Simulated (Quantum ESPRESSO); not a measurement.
The system is Co.

```
Co
1.0
     2.47200    0.00000    0.00000
    -1.23600    2.14081    0.00000
     0.00000    0.00000    4.02114
Co
2
Cartesian
  1.2360 0.7136 3.0159
  0.0000 1.4272 1.0053
```

| Item | Value |
| --- | --- |
| Program | Quantum ESPRESSO 7.5 |
| Task | single point |
| Functional | PBE |
| Potentials or basis | SSSP 1.3 efficiency PBE |
| Cutoff | 748 eV |
| Density cutoff | 5987 eV |
| k mesh | 12 × 12 × 7 |
| Occupations | fermi-dirac, width 0.05 eV |
| Spin | collinear spin, ferromagnetic start |
| Starting moments | [2.0, 2.0] μB |

On this cell: pressure 4.9 GPa; largest force under 0.003 eV/Å; net moment 3.29 μB per cell; site moments Co +1.73 μB; band gap on the k mesh none (metal or under the smearing width).

The same run follows on a disturbed copy (atoms moved at random, drawn with an rms of 0.05 Å):

```
Co
1.0
     2.47200    0.00000    0.00000
    -1.23600    2.14081    0.00000
     0.00000    0.00000    4.02114
Co
2
Cartesian
  1.2570 0.6694 2.9866
  0.0418 1.3977 0.9655
```

**Question.** What changes?

**Answer.** The energy (extrapolated to zero smearing) moves by +0.6 meV/atom; pressure 5.1 GPa; largest force 0.093 eV/Å; net moment 3.29 μB per cell; site moments Co +1.73 μB; band gap on the k mesh none (metal or under the smearing width).

Forces on the atoms (eV/Å):
```
Co   0.050  0.036 -0.069
Co  -0.050 -0.036  0.069
```

Stress tensor (GPa, compression positive):
```
 5.63 -0.44 -0.03
-0.44  6.25 -0.02
-0.03 -0.02  3.27
```
